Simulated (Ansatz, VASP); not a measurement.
NaF in VASP and in Ansatz

Contents of INCAR:

```
ALGO = Normal ; EDIFF = 1E-6
ENCUT = 520 ; GGA = CA
ISIF = 2 ; ISMEAR = 0
LASPH = True ; LCHARG = True
LELF = True ; LREAL = False
LVHAR = True ; LWAVE = False
NBANDS = 14 ; NELM = 60
PREC = Accurate ; SIGMA = 0.05
```

KPOINTS

```
k-points
0
Gamma
  4 4 4
```

File POSCAR:

```
NaF
1.0
   -0.2452631587      2.2073684284      2.2073684284
    2.2073684284     -0.2452631587      2.2073684284
    2.2073684284      2.2073684284     -0.2452631587
Na F
1 1
Direct
    0.0000000000      0.0000000000      0.0000000000
    0.5000000000      0.5000000000      0.5000000000
```

Input for Ansatz:

```yaml
crystal:
  lattice:
    - [-0.2452631587, 2.2073684284, 2.2073684284]
    - [2.2073684284, -0.2452631587, 2.2073684284]
    - [2.2073684284, 2.2073684284, -0.2452631587]
  atoms:
    - { symbol: Na, position: [0.0, 0.0, 0.0] }
    - { symbol: F, position: [0.5, 0.5, 0.5] }
basis:
  ecutwfc: 420
kpoints:
  mp_grid: { grid: [4, 4, 4] }
hamiltonian:
  xc: lda
scf:
  occupations: { method: gaussian, width: 0.05 }
output:
  forces: true
  stress: true
  eigenvalues: true
```

Alike in both runs: task single point; functional LDA; k mesh 4 × 4 × 4; occupations gaussian, width 0.05 eV; no spin polarisation.

|  | VASP | Ansatz |
| --- | --- | --- |
| version | VASP 6.6.1 | Ansatz 0.2.0 |
| potentials or method | VASP PAW LDA potentials, release 64 (Na_pv, F) | scalar-relativistic, plane waves, PAW |
| plane-wave cutoff (eV) | 520 | 420 |
| valence electrons in the cell | 14 | 16 |

```csv
,VASP,Ansatz,Ansatz less VASP
gap on the k mesh at the Fermi level (eV),5.57,5.59,+0.023
least direct gap on the mesh (eV),5.57,5.59,+0.023
pressure (GPa),-5.1,-5.0,+0.08
largest component of the traceless stress (GPa),2.21,2.23,+0.017
```

The two sets of potentials don't hold the same shells in valence.

Caveats: the k mesh is coarse (spacing up to 0.57 Å⁻¹), so the values aren't converged.
